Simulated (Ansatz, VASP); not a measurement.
# Mg in VASP and in Ansatz

```xyz
3
Lattice="5.0828 0.0000 0.0000 -2.5414 4.4018 0.0000 0.0000 0.0000 3.1158" Properties=species:S:1:pos:R:3 pbc="T T T"
Mg    0.0000    0.0000    0.0000
Mg    0.0000    2.9346    1.5579
Mg    2.5414    1.4673    1.5579
```

The cell was built by a generator and needn't be a form met in nature.

Alike in both runs: task relaxation of cell and atoms; functional PBE; k mesh 7 × 7 × 10; occupations fermi-dirac, width 0.1 eV; no spin polarisation.

```csv
,VASP,Ansatz
version,VASP 6.6.1,Ansatz 0.2.0
potentials or method,"VASP PAW PBE potentials, release 64 (Mg)","plane waves (420 eV) with PAW, scalar-relativistic"
plane-wave cutoff (eV),600,420
valence electrons in the cell,6,30
```

VASP gave:

* relaxed volume (Å³/atom): 23.23
* relaxed cell length with the largest relative difference (Å): 3.093

Q: Estimate Ansatz's values.

A: Relaxed volume (Å³/atom): 23.30; relaxed cell length with the largest relative difference (Å): 3.096.

The two sets of potentials don't hold the same shells in valence.
